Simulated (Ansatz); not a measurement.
## Bi2Se3 (Paraguanajuatite) under changes of volume

One of the cells (28.378 Å³/atom); the others are scaled copies at fixed shape and fractional positions:

```
CELL_PARAMETERS angstrom
2.07150 1.19598 9.54533
-2.07150 1.19598 9.54533
0.00000 -2.39196 9.54533
ATOMIC_POSITIONS crystal
Bi 0.59920 0.59920 0.59920
Bi 0.40080 0.40080 0.40080
Se 0.78830 0.78830 0.78830
Se 0.21170 0.21170 0.21170
Se 0.00000 0.00000 0.00000
```

* Program: Ansatz 0.2.0
* Functional: PBEsol
* Potentials or basis: all-electron LAPW, scalar-relativistic
* Cutoff: 226 eV (chosen from the basis error)
* Basis error allowed: 0.001 eV/atom
* k mesh: 8 × 8 × 8
* Occupations: fermi-dirac, width 0.05 eV
* Spin: no spin polarisation

```tsv
volume (Å³/atom)	energy over the lowest point (meV/atom)	pressure (GPa)	gap on the mesh (eV)	largest force (eV/Å)
26.675	19.06	4.1	0.08	0.583
27.243	7.37	2.5	0.10	0.397
27.810	1.21	1.0	0.12	0.224
28.378	0.00	-0.3	0.14	0.155
28.946	?	?	?	?
29.513	10.39	-2.5	0.17	0.225
30.081	21.14	-3.5	0.18	0.355
```

Task: What does the run at 28.946 Å³/atom give?

Result: Energy over the lowest point 3.20 meV/atom; pressure -1.5 GPa; gap on the mesh 0.15 eV; largest force 0.096 eV/Å.

Worked out: A Birch-Murnaghan fit of order 3 (a polynomial in V^(-2/3)) to the other rows has its minimum at 28.24 Å³/atom with B0 = V·E''(V) = 64 GPa and B' = 4.5 at fixed shape and positions, which overstates the stiffness. It gives 3.21 meV/atom at 28.946 Å³/atom, against the run's 3.20, and -dE/dV = -1.5 GPa, against -1.5.

Energies are extrapolated to zero smearing.

Caveats: spin-orbit coupling is left out, which as a rule narrows the gap of such compounds by several tenths of an eV.

A mesh can miss the band edges.
